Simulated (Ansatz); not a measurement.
Te2Pt (Moncheite):

```
CELL_PARAMETERS angstrom
4.01000 0.00000 0.00000
-2.00500 3.47276 0.00000
0.00000 0.00000 5.20100
ATOMIC_POSITIONS crystal
Pt 0.00000 0.00000 0.00000
Te 0.66667 0.33333 0.75000
Te 0.33333 0.66667 0.25000
```

- Program: Ansatz 0.2.0
- Task: relaxation of cell and atoms
- Functional: BLYP
- Dispersion: D3(BJ)
- Potentials or basis: Ansatz PAW
- Cutoff: 420 eV (not typed: the program's choice for these potentials)
- k mesh: 8 × 8 × 5
- Occupations: fermi-dirac, width 0.05 eV
- Spin: no spin polarisation

At the start: volume 24.14 Å³/atom.

Q: Where does the relaxation end?

A: It ends after 6 steps and the volume is 24.45 Å³/atom (+1.3 %); space group P-3m1 (No. 164, to 0.05 Å).

The path:
| step | energy change (eV) | largest force (eV/Å) | volume (Å³) |
| --- | --- | --- | --- |
| 1 | 0.0000 | 1.4778 | 72.43 |
| 2 | -0.0559 | 1.0376 | 75.18 |
| 3 | -0.1738 | 0.1122 | 74.21 |
| 4 | -0.1782 | 0.0171 | 73.17 |
| 5 | -0.1783 | 0.0009 | 73.36 |
| 6 | -0.1785 | 0.0008 | 73.36 |

Final structure:
```cif
data_structure
_symmetry_space_group_name_H-M 'P 1'
_symmetry_Int_Tables_number 1
_cell_length_a 4.0611
_cell_length_b 4.0611
_cell_length_c 5.1360
_cell_angle_alpha 90.000
_cell_angle_beta 90.000
_cell_angle_gamma 120.000
_cell_volume 73.36
loop_
_atom_site_label
_atom_site_type_symbol
_atom_site_fract_x
_atom_site_fract_y
_atom_site_fract_z
_atom_site_occupancy
Pt1 Pt 0.00000 0.00000 0.00000 1
Te1 Te 0.66667 0.33333 0.72905 1
Te2 Te 0.33333 0.66667 0.27095 1
```

Caveat: the plane-wave basis is chosen anew once the cell has moved, so the energies of steps on either side of that aren't comparable; pairwise dispersion overbinds metals, which lowers pressure and volume; the PAW data sets come from PBE, with cores solved anew for the run's functional, which leaves a small shift of forces and pressure.
